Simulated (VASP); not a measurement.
# Mg (P6_3/mmc) in VASP: a series of runs

One crystal, Mg, is run at these levels: PBE; tasks: single point, relaxation of cell and atoms.

Everything below comes from runs of VASP 6.6.1. Logs are shortened: lines on timing, memory, paths and dates and some standing lists are left out, and cuts for length are marked.

### Step 1. The crystal as given

Symmetry: P6_3/mmc, No. 194, hexagonal system. Conventional cell: a = 3.209 Å, b = 3.209 Å, c = 5.210 Å, α = 90.00°, β = 90.00°, γ = 120.00°. Around Mg (site symmetry -6m2) lie 12 Mg at 3.20 to 3.21 Å.

### Step 2. Single point, PBE

INCAR

```
SYSTEM = Mg
  PREC = Accurate
  ENCUT = 520
  EDIFF = 1E-6
  ISMEAR = 0
  SIGMA = 0.027000000000000003
  LREAL = .FALSE.
  LASPH = .TRUE.
  NELM = 60
  ALGO = Normal
  ISIF = 2
  LWAVE = .FALSE.
  LCHARG = .FALSE.
  GGA = PE
```

KPOINTS

```
regular mesh
0
G
  10 10 5
  0 0 0
```

POSCAR

```
Mg
1.0
    3.2093000000      0.0000000000      0.0000000000
   -1.6046500000      2.7793353284      0.0000000000
    0.0000000000      0.0000000000      5.2103000000
Mg
2
Direct
    0.6666666667      0.3333333333      0.7500000000
    0.3333333333      0.6666666667      0.2500000000
```

Potentials or basis: VASP PAW PBE potentials, release 64 (Mg).

Run with:

```bash
$ cat potpaw_PBE.64/Mg/POTCAR > POTCAR
$ mpirun -np 1 vasp_std > vasp.out
```

OUTCAR:

```text
SYSTEM = Mg
   PREC = Accurate
   ENCUT = 520
   EDIFF = 1E-6
   ISMEAR = 0
   LREAL = .FALSE.
   LASPH = .TRUE.
   NELM = 60
   ISIF = 2
   GGA = PE

 ion  position               nearest neighbor table
   1  0.667  0.333  0.750-   2 3.20   2 3.20   2 3.20   2 3.20   2 3.20   2 3.20
   2  0.333  0.667  0.250-   1 3.20   1 3.20   1 3.20   1 3.20   1 3.20   1 3.20

  LATTYP: Found a hexagonal cell.
 ALAT       =     3.2093000000
 C/A-ratio  =     1.6235004518

  Lattice vectors:

 A1 = (   3.2093000000,   0.0000000000,   0.0000000000)
 A2 = (  -1.6046500000,   2.7793353284,   0.0000000000)
 A3 = (   0.0000000000,   0.0000000000,   5.2103000000)

Analysis of symmetry for initial positions (statically):
=====================================================================
 Subroutine PRICEL returns:
 Original cell was already a primitive cell.

 Routine SETGRP: Setting up the symmetry group for a
 hexagonal supercell.

 Subroutine GETGRP returns: Found 24 space group operations
 (whereof 12 operations were pure point group operations)
 out of a pool of 24 trial point group operations.

The static configuration has the point symmetry D_3d.
 The point group associated with its full space group is D_6h.

Analysis of symmetry for dynamics (positions and initial velocities):
=====================================================================
 Subroutine PRICEL returns:
 Original cell was already a primitive cell.

 Routine SETGRP: Setting up the symmetry group for a
 hexagonal supercell.

 Subroutine GETGRP returns: Found 24 space group operations
 (whereof 12 operations were pure point group operations)
 out of a pool of 24 trial point group operations.

The dynamic configuration has the point symmetry D_3d.
 The point group associated with its full space group is D_6h.

 Subroutine INISYM returns: Found 24 space group operations
 (whereof 12 operations are pure point group operations),
 and found     1 'primitive' translations

----------------------------------------------------------------------------------------

                                     Primitive cell

  volume of cell :      46.4744

  direct lattice vectors                    reciprocal lattice vectors
     3.209300000  0.000000000  0.000000000     0.311594429  0.179899127  0.000000000
    -1.604650000  2.779335328  0.000000000     0.000000000  0.359798255  0.000000000
     0.000000000  0.000000000  5.210300000     0.000000000  0.000000000  0.191927528

  length of vectors
     3.209300000  3.209300000  5.210300000     0.359798255  0.359798255  0.191927528

  position of ions in fractional coordinates (direct lattice)
     0.666666667  0.333333333  0.750000000
     0.333333333  0.666666667  0.250000000

  ion indices of the primitive-cell ions
   primitive index   ion index
                 1           1
                 2           2

----------------------------------------------------------------------------------------

 KPOINTS: regular mesh

Automatic generation of k-mesh.
 Grid dimensions read from file:
 generate k-points for:   10   10    5

 Generating k-lattice:

  Cartesian coordinates                     Fractional coordinates (reciprocal lattice)
     0.031159443  0.017989913  0.000000000     0.100000000 -0.000000000  0.000000000
     0.000000000  0.035979825  0.000000000     0.000000000  0.100000000  0.000000000
     0.000000000  0.000000000  0.038385506     0.000000000  0.000000000  0.200000000

  Length of vectors
     0.035979825  0.035979825  0.038385506

  Shift w.r.t. Gamma in fractional coordinates (k-lattice)
     0.000000000  0.000000000  0.000000000

 Subroutine IBZKPT returns following result:
 ===========================================

 Found     42 irreducible k-points:

 Following reciprocal coordinates:
            Coordinates               Weight
  0.000000  0.000000  0.000000      1.000000
  0.100000  0.000000  0.000000      6.000000
  0.200000  0.000000  0.000000      6.000000
  0.300000  0.000000  0.000000      6.000000
  0.400000  0.000000  0.000000      6.000000
  0.500000  0.000000  0.000000      3.000000
[... 16 lines left out ...]
  0.300000  0.100000  0.200000     24.000000
  0.400000  0.100000  0.200000     24.000000
 [... further k-points ...]
   k-points           NKPTS =     42   k-points in BZ     NKDIM =     42   number of bands    NBANDS=      6
   number of dos      NEDOS =    301   number of ions     NIONS =      2
   total plane-waves  NPLWV =  23040
   dimension x,y,z NGX =    24 NGY =   24 NGZ =   40
   dimension x,y,z NGXF=    48 NGYF=   48 NGZF=   80
   ions per type =               2
   NGX,Y,Z   is equivalent  to a cutoff of  12.43, 12.43, 12.76 a.u.
   NGXF,Y,Z  is equivalent  to a cutoff of  24.86, 24.86, 25.53 a.u.
 SYSTEM =  Mg
   PREC   = accura    normal or accurate (medium, high low for compatibility)
   ISTART =      0    job   : 0-new  1-cont  2-samecut
   ICHARG =      2    charge: 1-file 2-atom 10-const
   ISPIN  =      1    spin polarized calculation?
   LNONCOLLINEAR =      F non collinear calculations
   LSORBIT =      F    spin-orbit coupling
   LASPH  =      T    aspherical Exc in radial PAW
   ENCUT  =  520.0 eV  38.22 Ry    6.18 a.u.   5.97  5.97  9.69*2*pi/ulx,y,z
   NELM   =     60;   NELMIN=  2; NELMDL= -5     # of ELM steps
   EDIFF  = 0.1E-05   stopping-criterion for ELM
   LREAL  =      F    real-space projection
   EDIFFG = 0.1E-04   stopping-criterion for IOM
   NSW    =      0    number of steps for IOM
   IBRION =     -1    ionic relax: 0-MD 1-quasi-New 2-CG
   NFREE  =      0    steps in history (QN), initial steepest desc. (CG)
   ISIF   =      2    stress and relaxation
   ISYM   =      2    0-nonsym 1-usesym 2-fastsym
   POTIM  = 0.5000    time-step for ionic-motion
   TEBEG  =    0.0;   TEEND  =   0.0 temperature during run
   PSTRESS=    0.0 pullay stress
   NELECT =       4.0000    total number of electrons
   NUPDOWN=      -1.0000    fix difference up-down
   EMIN   =  10.00;   EMAX   =-10.00  energy-range for DOS
   EFERMI =   0.00;   METHOD = LEGACY
   ISMEAR =     0;   SIGMA  =   0.03  broadening in eV -4-tet -1-fermi 0-gaus
   EFERMI_NEDOS =   21; number of points for ismear=-14 and -15
   IALGO  =     38    algorithm
   IMIX   =      4    mixing-type and parameters
     AMIX     =   0.40;   BMIX     =  1.00
     AMIX_MAG =   1.60;   BMIX_MAG =  1.00
  volume/ion in A,a.u.               =      23.24       156.81
  Fermi-wavevector in a.u.,A,eV,Ry     =   0.722809  1.365911  7.108401  0.522453
  Thomas-Fermi vector in A             =   1.812866
   LORBIT       =      0    0 simple, 1 ext, 2 COOP (PROOUT), +10 PAW based schemes
   GGA     = PE    functional components
   LHFCALC =     F    Hartree Fock is set to
   AEXX    =    0.0000 exact exchange contribution
   IVDW    =     0    specifies the selected vdW correction
   LEPSILON=     F    determine dielectric tensor
   LRPA    =     F    only Hartree local field effects (RPA)
 non-spin polarized calculation
 Gauss-broadening in eV      SIGMA  =   0.03
  energy-cutoff  :      520.00
  volume of cell :       46.47
 maximum number of plane-waves:      1277
 NGX is ok and might be reduce to    24
   NGX = 11   NGY = 11   NGZ = 19

 number of electron       4.0000000 magnetization

 Free energy of the ion-electron system (eV)
  ---------------------------------------------------
  ext. energy  EPLUGINS =         0.00000000
  ---------------------------------------------------
  free energy    TOTEN  =        -2.99941697 eV

  energy without entropy =       -2.99852304  energy(sigma->0) =       -2.99897001

 E-fermi :   2.5669     XC(G=0):  -8.4539

 val. band max:        2.5505155049   @ k =   0.4000   0.1000   0.4000
 cond. band min:       2.6092716340   @ k =   0.2000   0.1000   0.0000
 fundamental gap:      0.0587561291
 Fermi energy:         2.5668651120

 k-point     1 :       0.0000    0.0000    0.0000
  band No.  band energies     occupation
      1      -4.3092      2.00000
      2       0.9089      2.00000
      3       1.3256      2.00000
      4      13.4381      0.00000
      5      13.4534      0.00000
      6      13.5279      0.00000

 k-point     2 :       0.1000    0.0000    0.0000
  band No.  band energies     occupation
      1      -4.1141      2.00000
      2       1.0876      2.00000
      3       1.5154      2.00000
      4      10.6586      0.00000
      5      12.0071      0.00000
      6      12.8095      0.00000

 k-point     3 :       0.2000    0.0000    0.0000
  band No.  band energies     occupation
      1      -3.5309      2.00000
      2       1.6240      2.00000
      3       2.0738      2.00000
      4       7.7056      0.00000
      5      10.8578      0.00000
      6      11.3324      0.00000

 k-point     4 :       0.3000    0.0000    0.0000
  band No.  band energies     occupation
      1      -2.5667      2.00000
      2       2.5190      1.98789
      3       2.9218      0.00000
      4       5.1007      0.00000
      5       9.6782      0.00000
      6       9.7319      0.00000

 k-point     5 :       0.4000    0.0000    0.0000
  band No.  band energies     occupation
      1      -1.2333      2.00000
      2       2.3993      2.00000
      3       3.7721      0.00000
      4       4.5198      0.00000
      5       7.3955      0.00000
      6       7.8251      0.00000

 k-point     6 :       0.5000    0.0000    0.0000
  band No.  band energies     occupation
      1       0.4488      2.00000
      2       0.4491      2.00000
      3       5.2160      0.00000
      4       5.5887      0.00000
      5       5.8137      0.00000
      6       6.2263      0.00000

 k-point     7 :       0.1000    0.1000    0.0000
  band No.  band energies     occupation
      1      -3.7249      2.00000
      2       1.4451      2.00000
      3       1.8900      2.00000
      4       9.1300      0.00000
      5       9.4298      0.00000
      6      13.6827      0.00000

 k-point     8 :       0.2000    0.1000    0.0000
  band No.  band energies     occupation
      1      -2.9512      2.00000
      2       2.1609      2.00000
      3       2.6093      0.02634
      4       6.4610      0.00000
      5       8.2135      0.00000
      6      11.1353      0.00000
[... 91 lines left out ...]
 k-point    19 :       0.4000    0.0000    0.2000
  band No.  band energies     occupation
      1      -1.0184      2.00000
      2       2.0217      2.00000
      3       2.8671      0.00000
      4       5.7568      0.00000
      5       6.4598      0.00000
      6       9.5202      0.00000

 k-point    20 :       0.5000    0.0000    0.2000
  band No.  band energies     occupation
      1       0.6518      2.00000
      2       0.6582      2.00000
      3       3.8517      0.00000
      4       3.8589      0.00000
      5       7.8471      0.00000
      6       7.9266      0.00000

 k-point    21 :       0.1000    0.1000    0.2000
  band No.  band energies     occupation
      1      -3.5040      2.00000
      2      -0.2524      2.00000
      3       3.9648      0.00000
      4       9.3065      0.00000
      5       9.6101      0.00000
      6      12.1958      0.00000

 k-point    22 :       0.2000    0.1000    0.2000
  band No.  band energies     occupation
      1      -2.7320      2.00000
      2       0.4904      2.00000
      3       4.6182      0.00000
      4       6.6848      0.00000
      5       8.3437      0.00000
      6       9.7967      0.00000

 k-point    23 :       0.3000    0.1000    0.2000
  band No.  band energies     occupation
      1      -1.5859      2.00000
      2       1.5767      2.00000
      3       3.9866      0.00000
      4       5.8305      0.00000
      5       6.9167      0.00000
      6       8.0913      0.00000

 k-point    24 :       0.4000    0.1000    0.2000
  band No.  band energies     occupation
      1      -0.0818      2.00000
      2       1.7185      2.00000
      3       3.1685      0.00000
      4       4.9000      0.00000
      5       6.8409      0.00000
      6       7.8182      0.00000

 [... further k-points ...]
[... 5 lines left out ...]
  --------------------------------------------------------------------------------------
  -------------------------------------------------------------------------------------
  Total       -0.2335541     -0.2335541     -0.0258335     -0.0000000      0.0000000      0.0000000
  in kB       -8.0516363     -8.0516363     -0.8905933     -0.0000000      0.0000000      0.0000000
  external PRESSURE =      -5.6646219 kB  Pullay stress =       0.0000000 kB

 VOLUME and BASIS-vectors are now :
 -----------------------------------------------------------------------------
  energy-cutoff  :      520.00
  volume of cell :       46.47
      direct lattice vectors                 reciprocal lattice vectors
     3.209300000  0.000000000  0.000000000     0.311594429  0.179899127  0.000000000
    -1.604650000  2.779335328  0.000000000     0.000000000  0.359798255  0.000000000
     0.000000000  0.000000000  5.210300000     0.000000000  0.000000000  0.191927528

 POSITION                                       TOTAL-FORCE (eV/Angst)
 -----------------------------------------------------------------------------------
      1.60465      0.92645      3.90773         0.000000     -0.000000      0.000000
     -0.00000      1.85289      1.30258        -0.000000      0.000000      0.000000
 -----------------------------------------------------------------------------------
    total drift:                                0.000000     -0.000000      0.000000

  FREE ENERGIE OF THE ION-ELECTRON SYSTEM (eV)
  ---------------------------------------------------
  free  energy   TOTEN  =        -2.9994169699 eV

  energy  without entropy=       -2.9985230414  energy(sigma->0) =       -2.99897001
```

It took 14 s on 1 thread of AMD EPYC 7R43 (Zen 3), shared host; peak memory 0.13 GiB.

What came out:

* Free energy: -2.9994 eV
* Pressure: -0.6 GPa
* Band gap on the k mesh: none (metal or under the smearing width)

(Part 1 of 2 ends here.)
